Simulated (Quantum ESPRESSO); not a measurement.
Crystal: CdS (Hawleyite).

```
Cd S
1.0
     0.00000    2.91650    2.91650
     2.91650    0.00000    2.91650
     2.91650    2.91650    0.00000
Cd S
1 1
Direct
  0.00000 0.00000 0.00000
  0.75000 0.75000 0.75000
```

Base run:

```yaml
Program: Quantum ESPRESSO 7.5
Functional: PBE
Potentials_or_basis: GBRV 1.5 PBE
Cutoff: 612 eV
Density_cutoff: 4898 eV
k_mesh: 8 × 8 × 8, shifted
Occupations: fermi-dirac, width 0.05 eV
Spin: no spin polarisation
```

Its results: pressure 3.2 GPa; electronic dielectric tensor (diagonal) 6.19.

Q: The run is repeated on the same cell with these changes: functional from PBE to WC. What comes out?

A: Pressure 0.2 GPa; electronic dielectric tensor (diagonal) 6.55.

WC binds more tightly than PBE, so the same cell stands under less pressure.

Caveats: the cell is more than 3 GPa from zero pressure, which shifts response properties (some runs); the potentials were made for another functional, which shifts forces and pressure (some runs).

Not every run made on this cell is shown here.
